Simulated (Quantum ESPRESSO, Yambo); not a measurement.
An input for Yambo 5.3.0 (InP (F-43m)):

```
HF_and_locXC
gw0
dyson
ppa
em1d
rim_cut
RandQpts= 1000000
RandGvec= 1 RL
EXXRLvcs= 80 Ry
VXCRLvcs= 320 Ry
Chimod= "HARTREE"
% BndsRnXp
 1 | 127 |
%
NGsBlkXp= 13 Ry
% LongDrXp
 1 | 1 | 1 |
%
% GbndRnge
 1 | 127 |
%
DysSolver= "n"
ExtendOut
PPAPntXp= 27.21138 eV
% QPkrange
 1 | 1 | 12 | 15 |
%
```

The database entry behind the starting cell differs from later determinations by our own check (0.1 to 0.3 % short, probably kX units), so it need not match the best structure at ambient conditions.

```sh
OMP_NUM_THREADS=1 mpirun -n 8 yambo -F gw3.in -J gw3 -C gw3 > gw3.log
```

The stored states that it reads are on a 4×4×4 mesh. It takes space group F-43m (No. 216, cubic). Conventional cell: a = 5.861 Å, b = 5.861 Å, c = 5.861 Å, α = 90.00°, β = 90.00°, γ = 90.00°. Nearest to In lie 4 P at 2.54 Å. Nearest to P lie 4 In at 2.54 Å. Farther neighbours are not listed.

Question: How long will it take on 8 MPI ranks of Arm Neoverse N1, shared host, and how much memory?

It took 1.8 min; on shared hardware allow 53 s to 3.5 min. Peak host memory was 3.1 GiB.

The screening grows as filled bands × empty bands × pairs of k points, times the square of the screening basis for the matrix.

[Paths, hosts, dates, memory and timing lines, banners, echoed tables and standing remarks are left out of the program output.]

[Logs are printed without paths, hosts, clocks, repeated set-up lines and the standing remarks that a program may print on its own settings, such as how far it seeks lower states.]

[Runs of the session that timed out or met a known fault of the program may be left out.]

[Hosts, paths, dates, database ids (printed as entryN), source tags and the programs' standing remarks are cut or masked in the printed files.]
